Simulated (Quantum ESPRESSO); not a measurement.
## BN: zone-centre phonons and dielectric response under several settings

```
N B
1.0
     0.00000    1.81300    1.81300
     1.81300    0.00000    1.81300
     1.81300    1.81300    0.00000
N B
1 1
Direct
  0.25000 0.25000 0.25000
  0.00000 0.00000 0.00000
```

The cell is a database's computed one.

All runs used Quantum ESPRESSO 7.5; potentials PseudoDojo 0.4.1 SR PBEsol standard; k mesh 8 × 8 × 8, shifted; no spin polarisation; cutoff 1143 eV; occupations smeared at first, fixed for the response.

```csv
level,geometry,volume (Å³/atom),pressure (GPa),lowest optical mode without the field (cm⁻¹),highest mode with the field (cm⁻¹),ε∞ (mean),ε0 (mean),Born charge of atom 1 (e)
PBEsol,relaxed at 0 GPa,5.87,0.0,1049,1282,4.57,6.8,-1.90
PBEsol,relaxed at 10 GPa,5.72,10.0,1081,1312,4.54,6.7,-1.89
PBEsol,relaxed at 25 GPa,5.54,25.0,1126,1354,4.51,6.5,-1.87
PBEsol,relaxed at 80 GPa,?,80.0,?,?,?,?,?
```

What stands in the row left open?

Volume 5.02 Å³/atom; lowest optical mode without the field 1264 cm⁻¹; highest mode with the field 1483 cm⁻¹; ε∞ 4.44; ε0 6.1; Born charge of atom 1 -1.82 e.

Caveats: the cell is more than 3 GPa from zero pressure, which shifts response properties (some runs); the volume moved by over 15 % at a fixed basis, so the end points are rough (some runs).

For the row left open. Caveat: the volume moved by over 15 % at a fixed basis, so the end points are rough; the cell is more than 3 GPa from zero pressure, which shifts response properties.
